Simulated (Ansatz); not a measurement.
**Rhodium, beta-Sn type under PBE: ground state and equation of state**

What does PBE give for rhodium in the beta-Sn type structure? We relax it, solve it on a dense k-mesh, then scale the cell to 7 volumes from 88 to 112 % of the relaxed one and try a fit of the equation of state. The start is ferromagnetic. The k-meshes are 14×14×9 for the relaxation; 22×22×12 for the dense run; 22×22×12 for the volumes.

Program: Ansatz 0.2.0. Level of theory: DFT PBE, plane waves (420 eV) with PAW, scalar-relativistic. These are calculated values, not measurements.

**1. Starting point**

It takes space group I4_1/amd (No. 141, tetragonal). Conventional cell: a = 4.729 Å, b = 4.729 Å, c = 2.582 Å, α = 90.00°, β = 90.00°, γ = 90.00°. Around Rh (site symmetry -4m2) lie 6 Rh at 2.45 to 2.58 Å.

Coordinates:

```
Rh
1.0
    -2.36469    2.36469    1.29112
     2.36469   -2.36469    1.29112
     2.36469    2.36469   -1.29112
Rh
2
Direct
  0.00000 0.00000 0.00000
  0.75000 0.25000 0.50000
```

Starting moments (μB): +1 ×2.

**2. Relaxation of the cell**

input.yaml reads:

```yaml
crystal:
  lattice:
    - [-2.3646850272, 2.3646850272, 1.2911180249]
    - [2.3646850272, -2.3646850272, 1.2911180249]
    - [2.3646850272, 2.3646850272, -1.2911180249]
  atoms:
    - { symbol: Rh, position: [0.0, 0.0, 0.0], spin: 1.0 }
    - { symbol: Rh, position: [0.75, 0.25, 0.5], spin: 1.0 }
hamiltonian:
  xc: pbe
  pseudopotentials:
    kind: paw
    azcp:
      Rh: "pseudopotentials/Rh.paw.azcp"
basis:
  ecutwfc: 420
  fft_grid_basis: typed
kpoints:
  mp_grid: { grid: [14, 14, 9], shift: [0, 0, 0] }
magnetization:
  spin_polarized: true
scf:
  occupations: { method: fermi_dirac, width: 0.05 }
relax:
  max_steps: 60
  f_tol: 0.01
  cell: {}
```

Further steps of the session: The energy on a finer k-mesh; The cell scaled to 88 % of its volume; The cell scaled to 92 % of its volume; The cell scaled to 96 % of its volume; The cell scaled to 100 % of its volume; The cell scaled to 104 % of its volume; The cell scaled to 108 % of its volume; The cell scaled to 112 % of its volume.

Q: Predict the outcome of this session. Wanted: space group; conventional cell; volume; shortest distance; gap on the mesh; magnetic state; relative to fcc; V₀, B₀, B₀′.

As calculated:

```
                      quantity                                   value
space group (spins left aside)                      P6_3/mmc (No. 194)
             conventional cell  a = 2.724 Å, c = 4.390 Å (c/a = 1.612)
                        volume                          14.100 Å³/atom
             shortest distance                                 2.700 Å
               gap on the mesh            none (levels filled in part)
                magnetic state                            non-magnetic
               relative to fcc                            +38 meV/atom
                   V₀, B₀, B₀′            14.093 Å³/atom, 255 GPa, 5.2
```

**Reading.** From the guessed start the volume shrank by 2.3 % in 40 steps. The cell has left its prototype: it ends as hcp. What follows belongs to that structure, not to the type named at the start. The mesh has less symmetry than the lattice, which may have let the distortion in. It lies 38 meV/atom above the element's reference form at the same level (fcc, from a run of its own). The starting moments do not survive. Levels at the Fermi energy are filled in part, as in a metal. B₀ comes out at 255 GPa; letting shape and positions relax at each volume could only lower it.
